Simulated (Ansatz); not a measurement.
Molecular dynamics of C

input.yaml

```yaml
accuracy: low
crystal:
  lattice:
    - [7.398, 0.0, 0.0]
    - [-3.699, 6.406856, 0.0]
    - [0.0, 0.0, 12.0]
  atoms:
    - { symbol: C, position: [0.0, 0.0, 0.08333333] }
    - { symbol: C, position: [0.22222222, 0.11111111, 0.08333333] }
    - { symbol: C, position: [0.0, 0.33333333, 0.08333333] }
    - { symbol: C, position: [0.22222222, 0.44444444, 0.08333333] }
    - { symbol: C, position: [0.0, 0.66666666, 0.08333333] }
    - { symbol: C, position: [0.22222222, 0.77777777, 0.08333333] }
    - { symbol: C, position: [0.33333333, 0.0, 0.08333333] }
    - { symbol: C, position: [0.55555556, 0.11111111, 0.08333333] }
    - { symbol: C, position: [0.33333333, 0.33333333, 0.08333333] }
    - { symbol: C, position: [0.55555556, 0.44444444, 0.08333333] }
    - { symbol: C, position: [0.33333333, 0.66666666, 0.08333333] }
    - { symbol: C, position: [0.55555555, 0.77777777, 0.08333333] }
    - { symbol: C, position: [0.66666667, 0.0, 0.08333333] }
    - { symbol: C, position: [0.88888889, 0.11111111, 0.08333333] }
    - { symbol: C, position: [0.66666667, 0.33333333, 0.08333333] }
    - { symbol: C, position: [0.88888889, 0.44444444, 0.08333333] }
    - { symbol: C, position: [0.66666667, 0.66666666, 0.08333333] }
    - { symbol: C, position: [0.88888889, 0.77777777, 0.08333333] }
basis:
  ecutwfc: 420.0
kpoints:
  mp_grid: { grid: [2, 2, 1] }
hamiltonian:
  xc: pbesol
  pseudopotentials: { kind: paw, azcp: { folder: soft_1 } }
scf:
  occupations: { method: fermi_dirac, width: 0.02 }
  lower_state_search: "off"
md:
  timestep: 1
  n_steps: 90
  ensemble: nvt_nose_hoover
  temperature: 700.0
  initial_velocities: maxwell_boltzmann
  seed: 703127
  nose_hoover: { tau: 200.0, chain_length: 5 }
```

Command:

```bash
$ ansatz run input.yaml --threads 1 --pin off --max-ram 3072MiB --backend cpu --events-out ev --progress --plain --runs-dir out
```

It starts from a relaxed structure.

Output, in part (step lines):

```
md step     0: t =     0.00 fs  T =   700.0 K  F+E_penalty+E_count = -4439.90548240 eV  E_kin = 1.538194 eV  conserved = -4438.36728841 eV  (14 SCF iters)
md step     1: t =     1.00 fs  T =   684.9 K  F+E_penalty+E_count = -4439.87376182 eV  E_kin = 1.504955 eV  conserved = -4438.36880734 eV  (14 SCF iters)
md step     2: t =     2.00 fs  T =   638.5 K  F+E_penalty+E_count = -4439.77123570 eV  E_kin = 1.403117 eV  conserved = -4438.36812057 eV  (14 SCF iters)
md step     3: t =     3.00 fs  T =   565.6 K  F+E_penalty+E_count = -4439.60889398 eV  E_kin = 1.242862 eV  conserved = -4438.36604263 eV  (14 SCF iters)
md step     4: t =     4.00 fs  T =   480.1 K  F+E_penalty+E_count = -4439.41865465 eV  E_kin = 1.054947 eV  conserved = -4438.36373586 eV  (14 SCF iters)
md step     5: t =     5.00 fs  T =   398.1 K  F+E_penalty+E_count = -4439.23658378 eV  E_kin = 0.874841 eV  conserved = -4438.36180119 eV  (7 SCF iters)
md step     6: t =     6.00 fs  T =   333.3 K  F+E_penalty+E_count = -4439.09309493 eV  E_kin = 0.732497 eV  conserved = -4438.36069799 eV  (6 SCF iters)
md step     7: t =     7.00 fs  T =   293.6 K  F+E_penalty+E_count = -4439.00572981 eV  E_kin = 0.645221 eV  conserved = -4438.36066346 eV  (5 SCF iters)
[... lines left out ...]
md step    89: t =    89.00 fs  T =   410.5 K  F+E_penalty+E_count = -4439.18985450 eV  E_kin = 0.902040 eV  conserved = -4438.36614054 eV  (5 SCF iters)
md step    90: t =    90.00 fs  T =   383.9 K  F+E_penalty+E_count = -4439.12834996 eV  E_kin = 0.843672 eV  conserved = -4438.36492907 eV  (7 SCF iters)
```

The steps, from the saved trajectory:

```json
{"time (fs)": "0", "T (K)": "700", "potential energy less start (eV)": "0.000", "conserved less start (meV/atom)": "0.00"}
{"time (fs)": "3", "T (K)": "566", "potential energy less start (eV)": "0.297", "conserved less start (meV/atom)": "0.07"}
{"time (fs)": "6", "T (K)": "333", "potential energy less start (eV)": "0.812", "conserved less start (meV/atom)": "0.37"}
{"time (fs)": "9", "T (K)": "285", "potential energy less start (eV)": "0.917", "conserved less start (meV/atom)": "0.24"}
{"time (fs)": "12", "T (K)": "324", "potential energy less start (eV)": "0.829", "conserved less start (meV/atom)": "0.07"}
{"time (fs)": "15", "T (K)": "286", "potential energy less start (eV)": "0.913", "conserved less start (meV/atom)": "0.18"}
{"time (fs)": "18", "T (K)": "257", "potential energy less start (eV)": "0.980", "conserved less start (meV/atom)": "0.21"}
{"time (fs)": "21", "T (K)": "280", "potential energy less start (eV)": "0.929", "conserved less start (meV/atom)": "0.22"}
{"time (fs)": "24", "T (K)": "336", "potential energy less start (eV)": "0.806", "conserved less start (meV/atom)": "0.11"}
{"time (fs)": "27", "T (K)": "363", "potential energy less start (eV)": "0.749", "conserved less start (meV/atom)": "0.17"}
{"time (fs)": "30", "T (K)": "400", "potential energy less start (eV)": "0.670", "conserved less start (meV/atom)": "0.17"}
{"time (fs)": "33", "T (K)": "438", "potential energy less start (eV)": "0.586", "conserved less start (meV/atom)": "0.04"}
{"time (fs)": "36", "T (K)": "367", "potential energy less start (eV)": "0.746", "conserved less start (meV/atom)": "0.19"}
{"time (fs)": "39", "T (K)": "285", "potential energy less start (eV)": "0.929", "conserved less start (meV/atom)": "0.18"}
{"time (fs)": "42", "T (K)": "238", "potential energy less start (eV)": "1.033", "conserved less start (meV/atom)": "0.21"}
{"time (fs)": "45", "T (K)": "238", "potential energy less start (eV)": "1.035", "conserved less start (meV/atom)": "0.19"}
{"time (fs)": "48", "T (K)": "266", "potential energy less start (eV)": "0.975", "conserved less start (meV/atom)": "0.20"}
{"time (fs)": "51", "T (K)": "341", "potential energy less start (eV)": "0.814", "conserved less start (meV/atom)": "0.21"}
{"time (fs)": "54", "T (K)": "454", "potential energy less start (eV)": "0.566", "conserved less start (meV/atom)": "0.05"}
{"time (fs)": "57", "T (K)": "469", "potential energy less start (eV)": "0.539", "conserved less start (meV/atom)": "0.14"}
{"time (fs)": "60", "T (K)": "476", "potential energy less start (eV)": "0.531", "conserved less start (meV/atom)": "0.23"}
{"time (fs)": "63", "T (K)": "550", "potential energy less start (eV)": "0.371", "conserved less start (meV/atom)": "0.16"}
{"time (fs)": "66", "T (K)": "596", "potential energy less start (eV)": "0.273", "conserved less start (meV/atom)": "-0.06"}
{"time (fs)": "69", "T (K)": "455", "potential energy less start (eV)": "0.592", "conserved less start (meV/atom)": "0.16"}
{"time (fs)": "72", "T (K)": "292", "potential energy less start (eV)": "0.956", "conserved less start (meV/atom)": "0.26"}
{"time (fs)": "75", "T (K)": "227", "potential energy less start (eV)": "1.101", "conserved less start (meV/atom)": "0.21"}
{"time (fs)": "78", "T (K)": "233", "potential energy less start (eV)": "1.093", "conserved less start (meV/atom)": "0.35"}
{"time (fs)": "81", "T (K)": "317", "potential energy less start (eV)": "0.907", "conserved less start (meV/atom)": "0.12"}
{"time (fs)": "84", "T (K)": "372", "potential energy less start (eV)": "0.792", "conserved less start (meV/atom)": "0.21"}
{"time (fs)": "87", "T (K)": "425", "potential energy less start (eV)": "0.679", "conserved less start (meV/atom)": "0.06"}
{"time (fs)": "90", "T (K)": "384", "potential energy less start (eV)": "0.777", "conserved less start (meV/atom)": "0.13"}
```

The run went to its last step. The conserved energy stayed within 0.37 meV per atom of its start (net change 0.13 meV per atom), so the integration is sound. The mean temperature of the second half is 45 % below the set value. A run of 0.09 ps of so small a system gives no equilibrium averages. Limits of this set-up: coarse k mesh, slab without dipole correction, PAW files made for another functional, low accuracy level.

Mean squared displacements from the first frame to the last, about the centre of mass: C 0.01 Å².

Last frame:

```xyz
18
Lattice="7.3980 0.0000 0.0000 -3.6990 6.4069 0.0000 0.0000 0.0000 12.0000" Properties=species:S:1:pos:R:3
C 0.012 0.015 0.980
C 1.214 0.716 1.034
C -1.265 2.149 0.817
C -0.011 2.841 0.996
C -2.484 4.225 0.877
C -1.233 4.989 0.931
C 2.483 -0.007 1.046
C 3.755 0.717 1.008
C 1.221 2.106 1.065
C 2.476 2.893 1.097
C 0.018 4.279 1.062
C 1.212 4.997 1.183
C 4.900 -0.013 1.017
C 6.154 0.726 0.911
C 3.726 2.138 0.926
C 4.893 2.853 0.822
C 2.480 4.285 1.181
C 3.741 4.939 1.047
```

Time of the run: 11 min on 1 thread of Intel(R) Xeon(R) Platinum 8259CL CPU @ 2.50GHz (Skylake/Cascade Lake), on a shared host, peak memory 0.76 GiB.
